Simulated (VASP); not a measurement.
# AlN (F-43m) in VASP: further runs

Runs on AlN. Level: PBE. Tasks: relaxation of cell and atoms.

All numbers are computed with VASP 6.6.1; they aren't measurements. Logs are shortened: lines on timing, memory, paths and dates and some standing lists are left out, and cuts for length are marked.

## (1) The structure

The structure is cubic, space group F-43m (No. 216). The conventional cell has a = 4.368 Å, b = 4.368 Å, c = 4.368 Å, α = 90.00°, β = 90.00°, γ = 90.00°. Al (site symmetry -43m) is surrounded by 4 N at 1.89 Å. N (site symmetry -43m) is surrounded by 4 Al at 1.89 Å.

Measurements of this composition are mostly on another form, of space group No. 186.

## (2) Relaxation of cell and atoms, PBE

The input, INCAR:

```
  PREC = Accurate
  ENCUT = 520
  EDIFF = 1E-7
  ISMEAR = 0
  SIGMA = 0.02
  LREAL = F
  LASPH = T
  NELM = 60
  ALGO = Normal
  ISIF = 3
  LWAVE = F
  LCHARG = F
  GGA = PE
  IBRION = 2
  NSW = 80
  EDIFFG = -0.002
```

The input, KPOINTS:

```
regular mesh
0
Gamma
  2 2 2
```

The input, POSCAR:

```
AlN
1.0
    0.0000000000      2.1839935600      2.1839935600
    2.1839935600      0.0000000000      2.1839935600
    2.1839935600      2.1839935600      0.0000000000
Al N
1 1
Direct
    0.0000000000      0.0000000000      0.0000000000
    0.7500000000      0.7500000000      0.7500000000
```

Potentials or basis: VASP PAW PBE potentials, release 64 (Al, N).

Run with:

```
> cat potpaw_PBE.64/Al/POTCAR potpaw_PBE.64/N/POTCAR > POTCAR
> mpirun -np 1 vasp_std > vasp.out
```

OUTCAR:

```text
PREC = Accurate
   ENCUT = 520
   EDIFF = 1E-7
   ISMEAR = 0
   LREAL = F
   LASPH = T
   NELM = 60
   ISIF = 3
   GGA = PE
   IBRION = 2
   NSW = 80
   EDIFFG = -0.002

 ion  position               nearest neighbor table
   1  0.000  0.000  0.000-   2 1.89   2 1.89   2 1.89   2 1.89
   2  0.750  0.750  0.750-   1 1.89   1 1.89   1 1.89   1 1.89

  LATTYP: Found a face centered cubic cell.
 ALAT       =     4.3679871200

  Lattice vectors:

 A1 = (   0.0000000000,   2.1839935600,   2.1839935600)
 A2 = (   2.1839935600,   0.0000000000,   2.1839935600)
 A3 = (   2.1839935600,   2.1839935600,   0.0000000000)

Analysis of symmetry for initial positions (statically):
=====================================================================
 Subroutine PRICEL returns:
 Original cell was already a primitive cell.

 Routine SETGRP: Setting up the symmetry group for a
 face centered cubic supercell.

 Subroutine GETGRP returns: Found 24 space group operations
 (whereof 24 operations were pure point group operations)
 out of a pool of 48 trial point group operations.

The static configuration has the point symmetry T_d .

Analysis of symmetry for dynamics (positions and initial velocities):
=====================================================================
 Subroutine PRICEL returns:
 Original cell was already a primitive cell.

 Routine SETGRP: Setting up the symmetry group for a
 face centered cubic supercell.

 Subroutine GETGRP returns: Found 24 space group operations
 (whereof 24 operations were pure point group operations)
 out of a pool of 48 trial point group operations.

The dynamic configuration has the point symmetry T_d .

 Subroutine INISYM returns: Found 24 space group operations
 (whereof 24 operations are pure point group operations),
 and found     1 'primitive' translations

----------------------------------------------------------------------------------------

                                     Primitive cell

  volume of cell :      20.8345

  direct lattice vectors                    reciprocal lattice vectors
     0.000000000  2.183993560  2.183993560    -0.228938404  0.228938404  0.228938404
     2.183993560  0.000000000  2.183993560     0.228938404 -0.228938404  0.228938404
     2.183993560  2.183993560  0.000000000     0.228938404  0.228938404 -0.228938404

  length of vectors
     3.088633313  3.088633313  3.088633313     0.396532948  0.396532948  0.396532948

  position of ions in fractional coordinates (direct lattice)
     0.000000000  0.000000000  0.000000000
     0.750000000  0.750000000  0.750000000

  ion indices of the primitive-cell ions
   primitive index   ion index
                 1           1
                 2           2

----------------------------------------------------------------------------------------

 KPOINTS: regular mesh

Automatic generation of k-mesh.
 Grid dimensions read from file:
 generate k-points for:    2    2    2

 Generating k-lattice:

  Cartesian coordinates                     Fractional coordinates (reciprocal lattice)
    -0.114469202  0.114469202  0.114469202     0.500000000  0.000000000  0.000000000
     0.114469202 -0.114469202  0.114469202     0.000000000  0.500000000  0.000000000
     0.114469202  0.114469202 -0.114469202     0.000000000  0.000000000  0.500000000

  Length of vectors
     0.198266474  0.198266474  0.198266474

  Shift w.r.t. Gamma in fractional coordinates (k-lattice)
     0.000000000  0.000000000  0.000000000

 Subroutine IBZKPT returns following result:
 ===========================================

 Found      3 irreducible k-points:

 Following reciprocal coordinates:
            Coordinates               Weight
  0.000000  0.000000  0.000000      1.000000
  0.500000  0.000000  0.000000      4.000000
  0.500000  0.500000  0.000000      3.000000
   k-points           NKPTS =      3   k-points in BZ     NKDIM =      3   number of bands    NBANDS=      8
   number of dos      NEDOS =    301   number of ions     NIONS =      2
   total plane-waves  NPLWV =  13824
   dimension x,y,z NGX =    24 NGY =   24 NGZ =   24
   dimension x,y,z NGXF=    48 NGYF=   48 NGZF=   48
   ions per type =               1   1
   NGX,Y,Z   is equivalent  to a cutoff of  12.92, 12.92, 12.92 a.u.
   NGXF,Y,Z  is equivalent  to a cutoff of  25.84, 25.84, 25.84 a.u.
 SYSTEM =  unknown system
   PREC   = accura    normal or accurate (medium, high low for compatibility)
   ISTART =      0    job   : 0-new  1-cont  2-samecut
   ICHARG =      2    charge: 1-file 2-atom 10-const
   ISPIN  =      1    spin polarized calculation?
   LNONCOLLINEAR =      F non collinear calculations
   LSORBIT =      F    spin-orbit coupling
   LASPH  =      T    aspherical Exc in radial PAW
   ENCUT  =  520.0 eV  38.22 Ry    6.18 a.u.   5.74  5.74  5.74*2*pi/ulx,y,z
   NELM   =     60;   NELMIN=  2; NELMDL= -5     # of ELM steps
   EDIFF  = 0.1E-06   stopping-criterion for ELM
   LREAL  =      F    real-space projection
   EDIFFG = -.2E-02   stopping-criterion for IOM
   NSW    =     80    number of steps for IOM
   IBRION =      2    ionic relax: 0-MD 1-quasi-New 2-CG
   NFREE  =      1    steps in history (QN), initial steepest desc. (CG)
   ISIF   =      3    stress and relaxation
   ISYM   =      2    0-nonsym 1-usesym 2-fastsym
   POTIM  = 0.5000    time-step for ionic-motion
   TEBEG  =    0.0;   TEEND  =   0.0 temperature during run
   PSTRESS=    0.0 pullay stress
   NELECT =       8.0000    total number of electrons
   NUPDOWN=      -1.0000    fix difference up-down
   EMIN   =  10.00;   EMAX   =-10.00  energy-range for DOS
   EFERMI =   0.00;   METHOD = LEGACY
   ISMEAR =     0;   SIGMA  =   0.02  broadening in eV -4-tet -1-fermi 0-gaus
   EFERMI_NEDOS =   21; number of points for ismear=-14 and -15
   IALGO  =     38    algorithm
   IMIX   =      4    mixing-type and parameters
     AMIX     =   0.40;   BMIX     =  1.00
     AMIX_MAG =   1.60;   BMIX_MAG =  1.00
  volume/ion in A,a.u.               =      10.42        70.30
  Fermi-wavevector in a.u.,A,eV,Ry     =   1.189899  2.248583 19.263943  1.415860
  Thomas-Fermi vector in A             =   2.325996
   LORBIT       =      0    0 simple, 1 ext, 2 COOP (PROOUT), +10 PAW based schemes
   GGA     = PE    functional components
   LHFCALC =     F    Hartree Fock is set to
   AEXX    =    0.0000 exact exchange contribution
   IVDW    =     0    specifies the selected vdW correction
   LEPSILON=     F    determine dielectric tensor
   LRPA    =     F    only Hartree local field effects (RPA)
 conjugate gradient relaxation of ions
 non-spin polarized calculation
 Gauss-broadening in eV      SIGMA  =   0.02
  energy-cutoff  :      520.00
  volume of cell :       20.83
 maximum number of plane-waves:       568
 NGX is ok and might be reduce to    24
   NGX = 11   NGY = 11   NGZ = 11

--------------------------------------- Ionic step        1  -------------------------------------------

 number of electron       8.0000000 magnetization

 Free energy of the ion-electron system (eV)
  ---------------------------------------------------
  ext. energy  EPLUGINS =         0.00000000
  ---------------------------------------------------
  free energy    TOTEN  =       -13.39124151 eV

  energy without entropy =      -13.39124151  energy(sigma->0) =      -13.39124151

------------------------ aborting loop because EDIFF is reached ----------------------------------------

  FORCE on cell =-STRESS in cart. coord.  units (eV):
  Direction    XX          YY          ZZ          XY          YZ          ZX
  --------------------------------------------------------------------------------------
  -------------------------------------------------------------------------------------
  Total        1.1875901      1.1875901      1.1875901     -0.0000000      0.0000000      0.0000000
  in kB       91.3257215     91.3257215     91.3257215     -0.0000000      0.0000000      0.0000000
  external PRESSURE =      91.3257215 kB  Pullay stress =       0.0000000 kB
[... 89 lines left out ...]
  FREE ENERGIE OF THE ION-ELECTRON SYSTEM (eV)
  ---------------------------------------------------
  free  energy   TOTEN  =       -13.4171929757 eV

  energy  without entropy=      -13.4171929757  energy(sigma->0) =      -13.41719298

[... ionic steps 4 to 13 ...]

--------------------------------------- Ionic step       14  -------------------------------------------

 number of electron       8.0000002 magnetization

------------------------ aborting loop because EDIFF is reached ----------------------------------------

  FORCE on cell =-STRESS in cart. coord.  units (eV):
  Direction    XX          YY          ZZ          XY          YZ          ZX
  --------------------------------------------------------------------------------------
  -------------------------------------------------------------------------------------
  Total        0.0118288      0.0118288      0.0118288     -0.0000000     -0.0000000      0.0000000
  in kB        0.8705980      0.8705980      0.8705980     -0.0000000     -0.0000000      0.0000000
  external PRESSURE =       0.8705980 kB  Pullay stress =       0.0000000 kB
[... 57 lines left out ...]
  energy  without entropy=      -13.4171926643  energy(sigma->0) =      -13.41719266

--------------------------------------- Ionic step       16  -------------------------------------------

 number of electron       8.0000002 magnetization

 Free energy of the ion-electron system (eV)
  ---------------------------------------------------
  ext. energy  EPLUGINS =         0.00000000
  ---------------------------------------------------
  free energy    TOTEN  =       -13.41719373 eV

  energy without entropy =      -13.41719373  energy(sigma->0) =      -13.41719373

 E-fermi :   6.2764     XC(G=0): -10.5916

 val. band max:        6.1171406292   @ k =   0.0000   0.0000   0.0000
 cond. band min:       8.9780921652   @ k =   0.5000   0.5000   0.0000
 fundamental gap:      2.8609515360
 Fermi energy:         6.2763611463

 k-point     1 :       0.0000    0.0000    0.0000
  band No.  band energies     occupation
      1      -8.7380      2.00000
      2       6.1171      2.00000
      3       6.1171      2.00000
      4       6.1171      2.00000
      5       9.7354      0.00000
      6      17.7673      0.00000
      7      17.7673      0.00000
      8      17.7673      0.00000

 k-point     2 :       0.5000    0.0000    0.0000
  band No.  band energies     occupation
      1      -6.7190      2.00000
      2       0.1694      2.00000
      3       5.6151      2.00000
      4       5.6151      2.00000
      5      12.7595      0.00000
      6      15.5555      0.00000
      7      16.5041      0.00000
      8      16.5041      0.00000

 k-point     3 :       0.5000    0.5000    0.0000
  band No.  band energies     occupation
      1      -6.0899      2.00000
      2       1.1127      2.00000
      3       4.2824      2.00000
      4       4.2824      2.00000
      5       8.9781      0.00000
      6      14.0101      0.00000
      7      19.4556      0.00000
      8      21.0450      0.00000

------------------------ aborting loop because EDIFF is reached ----------------------------------------
[... 25 lines left out ...]
  FREE ENERGIE OF THE ION-ELECTRON SYSTEM (eV)
  ---------------------------------------------------
  free  energy   TOTEN  =       -13.4171937300 eV

  energy  without entropy=      -13.4171937300  energy(sigma->0) =      -13.41719373

 reached required accuracy - stopping structural energy minimisation
```

Wall time 16 s (1 thread of Intel Xeon Platinum 8175M at 2.50GHz (Skylake/Cascade Lake), shared host); peak memory 0.13 GiB.

What came out:

```yaml
Free_energy: -13.4172 eV
Relaxed_volume: 10.89 Å³/atom
Relaxed_cell: a = 3.135 Å, b = 3.135 Å, c = 3.135 Å, α = 60.00°, β = 60.00°, γ = 60.00°
Space_group_after_relaxing_to_0.05_Å: F-43m (No. 216)
Energy_gained_by_relaxing: 13.0 meV/atom
Ionic_steps: 16
Pressure_after_relaxing: 0.0 GPa
Band_gap_on_the_k_mesh: 2.86 eV, indirect (least direct gap 3.62 eV)
```

Step by step:
| step | energy change (eV) | largest force (eV/Å) | pressure (GPa) | volume (Å³) |
| --- | --- | --- | --- | --- |
| 1 | 0.0000 | 0.0000 | 9.13 | 20.83 |
| 2 | -0.0054 | 0.0000 | -7.10 | 22.68 |
| 3 | -0.0260 | 0.0000 | -0.04 | 21.78 |
| 4 | -0.0259 | 0.0000 | 0.13 | 21.76 |
| 5 | -0.0259 | 0.0000 | 0.13 | 21.76 |
| 6 | -0.0259 | 0.0000 | 0.12 | 21.77 |
| 7 | -0.0259 | 0.0000 | 0.12 | 21.77 |
| 8 | -0.0259 | 0.0000 | 0.11 | 21.77 |
| 9 | -0.0259 | 0.0000 | 0.11 | 21.77 |
| 10 | -0.0259 | 0.0000 | 0.11 | 21.77 |
| 11 | -0.0259 | 0.0000 | 0.11 | 21.77 |
| 12 | -0.0259 | 0.0000 | 0.11 | 21.77 |
| 13 | -0.0259 | 0.0000 | 0.10 | 21.77 |
| 14 | -0.0259 | 0.0000 | 0.09 | 21.77 |
| 15 | -0.0260 | 0.0000 | 0.06 | 21.77 |
| 16 | -0.0260 | 0.0000 | 0.00 | 21.78 |

Final structure:
```yaml
crystal:
  lattice:
    - [0.00000, 2.21650, 2.21650]
    - [2.21650, 0.00000, 2.21650]
    - [2.21650, 2.21650, 0.00000]
  atoms:
    - { symbol: Al, position: [0.00000, 0.00000, 0.00000] }
    - { symbol: N, position: [0.75000, 0.75000, 0.75000] }
```

Caveat: the k mesh is coarse (spacing up to 1.25 Å⁻¹), so the values aren't converged.

## (3) Relaxation of cell and atoms, PBE

This run uses another cell than the first one, of 10.89 Å³/atom, 1.045 times its volume.

INCAR is that of step 2.

KPOINTS is that of step 2.

The input, POSCAR:

```
AlN                                     
1.0
    0.0000000000      2.2164959289      2.2164959289
    2.2164959289     -0.0000000000      2.2164959289
    2.2164959289      2.2164959289      0.0000000000
  Al              N             
     1     1
Direct
     0.0000000000000000    0.0000000000000000    0.0000000000000000
     0.7500000000000000    0.7500000000000000    0.7500000000000000
```

Potentials or basis: VASP PAW PBE potentials, release 64 (Al, N).

Run with:

```
> cat potpaw_PBE.64/Al/POTCAR potpaw_PBE.64/N/POTCAR > POTCAR
> mpirun -np 1 vasp_std > vasp.out
```

Run time: 4.3 s. Hardware: 1 thread of Intel Xeon Platinum 8175M at 2.50GHz (Skylake/Cascade Lake), shared host; peak memory 0.12 GiB.

It converged, with:

```
Free energy                            : -13.4177 eV
Relaxed volume                         : 10.89 Å³/atom
Relaxed cell                           : a = 3.135 Å, b = 3.135 Å, c = 3.135 Å, α = 60.00°, β = 60.00°, γ = 60.00°
Space group after relaxing (to 0.05 Å) : F-43m (No. 216)
Energy gained by relaxing              : 0.0 meV/atom
Ionic steps                            : 3
Pressure after relaxing                : 0.0 GPa
Band gap on the k mesh                 : 2.86 eV, indirect (least direct gap 3.62 eV)
```

Final structure:
```
Al N
1.0
     0.00000    2.21664    2.21664
     2.21664    0.00000    2.21664
     2.21664    2.21664    0.00000
Al N
1 1
Direct
  0.00000 0.00000 0.00000
  0.75000 0.75000 0.75000
```

Levels at points of the mesh, in eV from the valence-band top:
```tsv
k point	band 1	band 2	band 3	band 4	band 5	band 6	band 7	band 8
(0.00, 0.00, 0.00)	-14.85	0.00	0.00	0.00	3.62	11.65	11.65	11.65
(0.50, 0.00, 0.00)	-12.84	-5.95	-0.50	-0.50	6.64	9.44	10.39	10.39
(0.50, 0.50, 0.00)	-12.21	-5.00	-1.83	-1.83	2.86	7.89	13.33	14.92
```

Caveat: the k mesh is coarse (spacing up to 1.23 Å⁻¹), so the values aren't converged.
